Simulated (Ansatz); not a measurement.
Runs of Ansatz 0.2.0 on Tc. The structure is hexagonal, space group P6_3/mmc (No. 194). The conventional cell has a = 2.740 Å, b = 2.740 Å, c = 4.398 Å, α = 90.00°, β = 90.00°, γ = 120.00°. Tc (site symmetry -6m2) has 12 Tc at 2.71 to 2.74 Å as nearest neighbours. 

```csv
task,level,potentials or basis,spin,k mesh,q mesh,points for each segment of the path,gap on the mesh (eV),V0 of scaled cells (Å³/atom),B0 (GPa)
phonons,PBEsol,Ansatz PAW earlier set,off,10 × 10 × 6,2 × 2 × 2,8,none,-,-
equation of state,PBE,Ansatz PAW,off,11 × 11 × 6,-,-,-,14.44,(a)
equation of state,LDA,Ansatz PAW,off,11 × 11 × 6,-,-,-,(b),342
band structure,PBEsol,Ansatz PAW earlier set,"SOC, no magnetisation",11 × 11 × 6,-,14,none,-,-
equation of state,r2SCAN,Ansatz PAW,off,11 × 11 × 6,-,-,-,14.20,319
```

Alike in all rows: cell as given; cutoff (eV) 500; smearing fermi-dirac 0.05 eV.

Estimate the missing entries.

(a) 299; (b) 13.77.

Caveats: the cell was scaled at fixed shape and fractional positions, which overstates the stiffness of a crystal with free parameters, most of all of layers and chains (some runs); the PAW data sets come from PBE, with cores solved anew for the run's functional, which leaves a small shift of forces and pressure (some runs); some modes are imaginary (some runs); the PAW data sets were made with another functional, which shifts forces and pressure a little (some runs).

A k mesh can miss the band edges, and rows without SOC leave out spin-orbit coupling on Tc.

A gap of «none» marks a metal or a gap under the smearing width.
